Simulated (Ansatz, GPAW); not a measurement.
**LiCl: programs and potentials compared**

```
Cl Li
1.0
     0.00000    2.56477    2.56477
     2.56477    0.00000    2.56477
     2.56477    2.56477    0.00000
Cl Li
1 1
Direct
  0.50000 0.50000 0.50000
  0.00000 0.00000 0.00000
```

Alike in all runs: task single point; functional LDA; k mesh 9 × 9 × 9; occupations gaussian, width 0.1 eV; no spin polarisation; no spin-orbit coupling. LDA stands for any of its common fits. Pressure is positive in compression and, in plane waves, holds the error of the finite cutoff, which Ansatz's Pulay term estimates and takes out.

| program and potentials | plane-wave cutoff (eV) | notes | pressure (GPa) |
| --- | --- | --- | --- |
| Ansatz, Ansatz PAW | 420 | potentials made for PBE, which Ansatz adapts in part; 5 valence electrons an atom on average | -3.24 |
| GPAW, the program's PAW data sets (release 1.2.1) made for this functional | 800 | 4 valence electrons an atom on average | -2.84 |
| Ansatz, all-electron LAPW, scalar-relativistic | - | - | -3.22 |

The pressure spans -3.24 (Ansatz, Ansatz PAW) to -2.84 GPa (GPAW, the program's PAW data sets (release 1.2.1) made for this functional), with all-electron results at -3.22.

The functional is the same throughout but for its coding, so the spread measures potentials, basis and numerics; runs on potential files found faulty are left out.
